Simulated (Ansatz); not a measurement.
**Ti: pressure against volume**

The task here is to estimate one member of a computed series from the others.

Program: Ansatz 0.2.0. Level of theory: DFT LDA, scalar-relativistic. These are calculated values, not measurements.

1 further run of the same task is left out (for a known fault of the program).

## Starting point

The structure is hexagonal, space group P6_3/mmc (No. 194). The conventional cell has a = 2.936 Å, b = 2.936 Å, c = 4.641 Å, α = 90.00°, β = 90.00°, γ = 120.00°. Around Ti (site symmetry -6m2) lie 12 Ti at 2.87 to 2.94 Å.

Structure file:

```cif
data_structure
_symmetry_space_group_name_H-M 'P6_3/mmc'
_symmetry_Int_Tables_number 194
_cell_length_a 2.9357
_cell_length_b 2.9357
_cell_length_c 4.6409
_cell_angle_alpha 90.000
_cell_angle_beta 90.000
_cell_angle_gamma 120.000
_cell_volume 34.64
loop_
_atom_site_label
_atom_site_type_symbol
_atom_site_symmetry_multiplicity
_atom_site_Wyckoff_symbol
_atom_site_fract_x
_atom_site_fract_y
_atom_site_fract_z
_atom_site_occupancy
Ti1 Ti 2 c 0.33333 0.66667 0.25000 1
```

The file gives the conventional cell by its symmetry; the runs use the cell typed in the input.

Structure from a Materials Project entry, not relaxed further.

Atoms are numbered in the order of the input: Ti1, Ti2.

Set-up of the first run:

Input file input.yaml:

```yaml
crystal:
  lattice:
    - [2.8859641405, 0.0, 0.0]
    - [-1.4429820702, 2.4993182601, 0.0]
    - [0.0, 0.0, 4.5621823725]
  atoms:
    - { symbol: Ti, position: [0.3333333333, 0.6666666667, 0.25] }
    - { symbol: Ti, position: [0.6666666667, 0.3333333333, 0.75] }
kpoints:
  mp_grid: { grid: [13, 13, 7] }
scf:
  occupations: { method: fermi_dirac, width: 0.05 }
hamiltonian:
  xc: lda
  pseudopotentials: { kind: all_electron, lapw: { basis_error: 0.00025 } }
output:
  forces: true
  stress: true
  eigenvalues: true
```

The run is started by

```console
ansatz run input.yaml --threads 1 --pin off --max-ram 2048MiB --backend cpu --events-out ev --progress --plain --runs-dir out
```

Steps of the session up to this table: Volume × 0.95, LAPW; Volume × 0.95, PAW; Volume × 0.95, crystal datasets; Volume × 0.975, LAPW; Volume × 0.975, PAW; Volume × 1.025, LAPW; Volume × 1.025, PAW; Volume × 1.05, LAPW; Volume × 1.05, PAW; Volume × 1.05, crystal datasets.

One of the session's tables, all rows but one given; the rest of the session is left out.

It belongs to the step «The equation of state». 

| method | volume (Å³/atom) | pressure (GPa) |
| --- | --- | --- |
| LAPW | 16.453 | -2.57 |
| LAPW | 16.886 | ? |
| LAPW | 17.319 | -8.08 |
| LAPW | 17.752 | -10.37 |
| LAPW | 18.185 | -12.39 |
| PAW | 16.453 | -2.58 |
| PAW | 16.886 | -5.50 |
| PAW | 17.319 | -8.09 |
| PAW | 17.752 | -10.37 |
| PAW | 18.185 | -12.39 |
| crystal datasets | 16.453 | -2.57 |
| crystal datasets | 17.319 | -8.08 |
| crystal datasets | 18.185 | -12.39 |

**Question.** Estimate the row for LAPW, 16.886.

**Answer.** pressure (GPa): -5.49. In the column «pressure (GPa)» it lies between PAW, 16.886 (-5.50) and PAW, 16.453 (-2.58).

To keep in mind: Warnings in the runs' records: crystal datasets made.
